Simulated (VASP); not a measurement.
Set up this calculation in VASP 6.6.1, as the native input.

| Item | Value |
| --- | --- |
| Task | relaxation of cell and atoms |
| Functional | LDA |
| Potentials or basis | VASP PAW LDA potentials, release 64 (Se, Pt) |
| Cutoff | 600 eV |
| k mesh | 9 × 9 × 1 |
| Occupations | gaussian, width 0.03 eV |
| Spin | no spin polarisation |
| Further INCAR settings | ALGO = Normal; EDIFF = 1e-06; IBRION = 2; EDIFFG = -0.01; NSW = 90; ISIF = 3 |

The structure of PtSe2 lies in POSCAR:

```
PtSe2
1.0
    3.7240000000      0.0000000000      0.0000000000
   -1.8620000000      3.2250786000      0.0000000000
    0.0000000000      0.0000000000     20.5310000000
Se Pt
2 1
Direct
    0.6666666700      0.3333333300      0.4383615000
    0.3333333300      0.6666666700      0.5616385000
    0.0000000000      0.0000000000      0.5000000000
```

The input as run:

INCAR

```
SYSTEM = PtSe2
ALGO = Normal
EDIFF = 1E-6
EDIFFG = -0.01
ENCUT = 600
IBRION = 2
ISIF = 3
ISMEAR = 0
LASPH = .TRUE.
LATTICE_CONSTRAINTS = .TRUE. .TRUE. .FALSE.
LCHARG = .FALSE.
LREAL = .FALSE.
LWAVE = .FALSE.
NELM = 80
NSW = 90
PREC = Accurate
SIGMA = 0.03
```

KPOINTS

```
k-points
0
G
  9 9 1
  0 0 0
```

Potentials or basis: VASP PAW LDA potentials, release 64 (Se, Pt).

The run is started by

```sh
$ cat potpaw_LDA.64/Se/POTCAR potpaw_LDA.64/Pt/POTCAR > POTCAR
$ mpirun -np 1 vasp_std > vasp.out
```

It gave:

```json
{
  "Relaxed volume": "80.11 Å³/atom",
  "Relaxed cell": "a = 3.677 Å, b = 3.677 Å, c = 20.531 Å, α = 90.00°, β = 90.00°, γ = 120.00°",
  "Space group after relaxing (to 0.05 Å)": "P-3m1 (No. 164)",
  "Energy gained by relaxing": "4.0 meV/atom",
  "Ionic steps": "6",
  "Largest force after relaxing": "0.004 eV/Å",
  "Band gap on the k mesh": "1.35 eV, indirect (least direct gap 1.54 eV)"
}
```

Caveat: spin-orbit coupling is left out, which moves the levels of the heavy elements.

It took 3.9 min on 1 thread of Intel(R) Xeon(R) Platinum 8488C (Sapphire Rapids), on a shared host, peak memory 0.35 GiB.
